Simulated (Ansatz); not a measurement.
Input deck for Ansatz 0.2.0, then the block of the output on the nuclei.

The cell is a structure deposited in the COD, relaxed with PBE at fixed cell and then changed (volume scaled by 1.06, ions relaxed).

```yaml
crystal:
  lattice:
    - [0.0, 3.2015842624, 3.2015842624]
    - [3.2015842624, 0.0, 3.2015842624]
    - [3.2015842624, 3.2015842624, 0.0]
  atoms:
    - { symbol: Cd, position: [0.0, 0.0, 0.0] }
    - { symbol: Te, position: [0.25, 0.25, 0.25] }
kpoints:
  mp_grid: { grid: [12, 12, 12] }
scf:
  occupations: { method: fermi_dirac, width: 0.02 }
hamiltonian:
  xc: pbe
  pseudopotentials: { kind: paw }
output:
  forces: true
  stress: true
  populations: true
  efg: { contact_densities: true }
relax:
  f_tol: 0.02
  max_steps: 60
```

```sh
ansatz run input.yaml --threads 1 --pin off --max-ram 3072MiB --backend cpu --events-out ev --progress --plain --runs-dir out
```

The run relaxes the ions first, and the block belongs to the relaxed positions.

Of the output, the block on the nuclei alone is shown; the set-up, the SCF iterations, energies, forces and stress are cut.

```
--- PAW observables at the nuclei: V_zz in 10²¹ V/m², potentials from the cell's mean, atoms counted from 1 ---
  atom   1  Cd V_zz =    -0.000000   η = 0.0000   by run symmetry: forbidden
            electrostatic potential = -7704.882853 V   contact ρ = 1035923.344990 e/Å³
  atom   2  Te V_zz =    +0.000000   η = 0.0000   by run symmetry: forbidden
            electrostatic potential = -8646.976490 V   contact ρ = 1468713.070990 e/Å³
```

The relaxation (1 step) took 6.4 s of wall time (6.4 s of CPU time) and 0.55 GiB at its peak, on 1 thread of Intel Xeon 6975P-C (Granite Rapids) (x86_64; 16 cores open to the job, memory cap 3.0 GiB, no GPU), a shared host with a load of 0.1 a core.
